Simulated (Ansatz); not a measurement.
# NiO: the cost of one run

Method: DFT PBE+U, PAW, plane waves, scalar-relativistic; U − J = 6.9 eV on Ni d, in Ansatz 0.2.0.

## 1. The structure to begin with

Symmetry: Fm-3m, No. 225, cubic system. Conventional cell: a = 4.199 Å, b = 4.199 Å, c = 4.199 Å, α = 90.00°, β = 90.00°, γ = 90.00°. Ni (site symmetry m-3m) has 6 O at 2.10 Å as nearest neighbours. Around O (site symmetry m-3m) lie 6 Ni at 2.10 Å.

As a file:

```cif
data_structure
_symmetry_space_group_name_H-M 'Fm-3m'
_symmetry_Int_Tables_number 225
_cell_length_a 4.1986
_cell_length_b 4.1986
_cell_length_c 4.1986
_cell_angle_alpha 90.000
_cell_angle_beta 90.000
_cell_angle_gamma 90.000
_cell_volume 74.02
loop_
_atom_site_label
_atom_site_type_symbol
_atom_site_symmetry_multiplicity
_atom_site_Wyckoff_symbol
_atom_site_fract_x
_atom_site_fract_y
_atom_site_fract_z
_atom_site_occupancy
Ni1 Ni 4 a 0.00000 0.00000 0.00000 1
O1 O 4 b 0.00000 0.00000 0.50000 1
```

Atoms are counted from 1 in the order of input.yaml (O4 and so on).

First come: parallel moments, plain SCF; opposed moments +-, plain SCF; no spin polarisation; spin on, no moments given (the program may seed its own), plain SCF. Further starts follow from what these give.

A plain SCF has the search for lower states switched off and ends at the first converged state. Ends within 0.2 meV/atom and 0.1 μB count as one state.

Moments by site are taken inside atomic spheres; the rest lies between them.

## 2. Parallel moments, plain SCF

input.yaml

```yaml
crystal:
  lattice:
    - [0.0, 2.09932, 2.09932]
    - [2.09932, 0.0, 2.09932]
    - [4.19864, 4.19864, 0.0]
  atoms:
    - { symbol: Ni, position: [0.0, 0.0, 0.0], spin: 2.0 }
    - { symbol: Ni, position: [0.0, 0.0, 0.5], spin: 2.0 }
    - { symbol: O, position: [0.5, 0.5, 0.25] }
    - { symbol: O, position: [0.5, 0.5, 0.75] }
magnetization:
  spin_polarized: true
hamiltonian:
  xc: pbe
  pseudopotentials: { kind: paw }
  hubbard: { sites: [{ species: Ni, l: d, u_eff: 6.9 }] }
basis:
  ecutwfc: 420
kpoints:
  mp_grid: { grid: [8, 8, 4] }
scf:
  occupations: { method: fermi_dirac, width: 0.05 }
  lower_state_search: "off"
output:
  forces: true
  stress: true
```

Q: Estimate wall time and peak memory on 2 threads of an Arm CPU, shared host.

About 3.9 s, with a peak of 0.37 GiB.
